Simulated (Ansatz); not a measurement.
SiC:

```
Si C
1.0
     3.07569    0.00000    0.00000
    -1.53785    2.66363    0.00000
     0.00000    0.00000   10.07065
Si C
4 4
Direct
  0.00000 0.00000 0.18789
  0.00000 0.00000 0.68789
  0.33333 0.66667 0.43784
  0.66667 0.33333 0.93784
  0.00000 0.00000 0.00046
  0.00000 0.00000 0.50046
  0.33333 0.66667 0.24980
  0.66667 0.33333 0.74980
```

The cell is a database's computed one.

Base run:

| Item | Value |
| --- | --- |
| Program | Ansatz 0.2.0 |
| Functional | LDA |
| Potentials or basis | Ansatz PAW |
| Cutoff | 420 eV (not typed: the program's choice for these potentials) |
| k mesh | 10 × 10 × 3 |
| Occupations | fermi-dirac, width 0.05 eV |
| Spin | no spin polarisation |

Its results: band gap on the k mesh 2.18 eV, indirect (least direct gap 3.30 eV); pressure -3.8 GPa.

Problem. After a change of settings the same cell gave: band gap on the k mesh 2.60 eV, indirect (least direct gap 3.78 eV); pressure 0.4 GPa. Which change was it?
A. functional from LDA to RPBE
B. functional from LDA to BLYP
C. functional from LDA to r2SCAN; cutoff from 420 eV (not typed: the program's choice for these potentials) to 500 eV (not typed: the program's choice for these potentials)
D. functional from LDA to PBEsol

Solution. C.

r2SCAN gives the wider gap, since meta-GGAs in the generalised Kohn-Sham scheme recover part of the derivative discontinuity.

Caveats: the PAW data sets come from PBE, with cores solved anew for the run's functional, which leaves a small shift of forces and pressure.

Runs at the PBE level aren't shown here.
